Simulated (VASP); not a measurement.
Wanted: the native input for a VASP 6.6.1 run.

```
Task                   : relaxation of cell and atoms
Functional             : LDA
Potentials or basis    : VASP PAW LDA potentials, release 64 (Pt, Se)
Cutoff                 : 520 eV
k mesh                 : 9 × 9 × 6
Occupations            : gaussian, width 0.02 eV
Spin                   : no spin polarisation
Further INCAR settings : ALGO = Fast; EDIFF = 1e-07; IBRION = 2; EDIFFG = -0.002; NSW = 80; ISIF = 3
```

The structure of PtSe2 lies in POSCAR:

```
PtSe2                                   
1.0
    3.7429557898      0.0000000000     -0.0000000000
   -1.8714778949      3.2414947955     -0.0000000000
    0.0000000000      0.0000000000      4.7665018353
  Pt              Se            
     1     2
Direct
     0.0000000000000000    0.0000000000000000    0.0000000000000000
     0.3333333300000021    0.6666666699999979    0.2652413077223044
     0.6666666699999979    0.3333333300000021    0.7347586922776954
```

One way to write it, as run:

INCAR

```
SYSTEM = PtSe2
PREC = Accurate
ENCUT = 520
EDIFF = 1E-7
ISMEAR = 0
SIGMA = 0.02
LREAL = .False.
LASPH = .True.
NELM = 100
ALGO = Fast
ISIF = 3
LWAVE = .False.
LCHARG = .False.
IBRION = 2
NSW = 80
EDIFFG = -0.002
```

KPOINTS

```
Automatic mesh
0
Gamma
  9 9 6
  0 0 0
```

Potentials or basis: VASP PAW LDA potentials, release 64 (Pt, Se).

Command:

```console
$ cat potpaw_LDA.64/Pt/POTCAR potpaw_LDA.64/Se/POTCAR > POTCAR
$ mpirun -np 1 vasp_std > vasp.out
```

Results of the run:

The relaxed volume is 19.27 Å³/atom and the relaxed cell is a = 3.743 Å, b = 3.743 Å, c = 4.764 Å, α = 90.00°, β = 90.00°, γ = 120.00°. The space group after relaxing (to 0.05 Å) is P-3m1 (No. 164) and the energy gained by relaxing is 0.0 meV/atom. The ionic steps are 6, the pressure after relaxing is 0.0 GPa and the band gap on the k mesh is none (metal or under the smearing width).

Wall time 92 s on 1 thread of Intel(R) Xeon(R) Platinum 8488C (Sapphire Rapids), with other jobs on the host, peak memory 0.19 GiB.
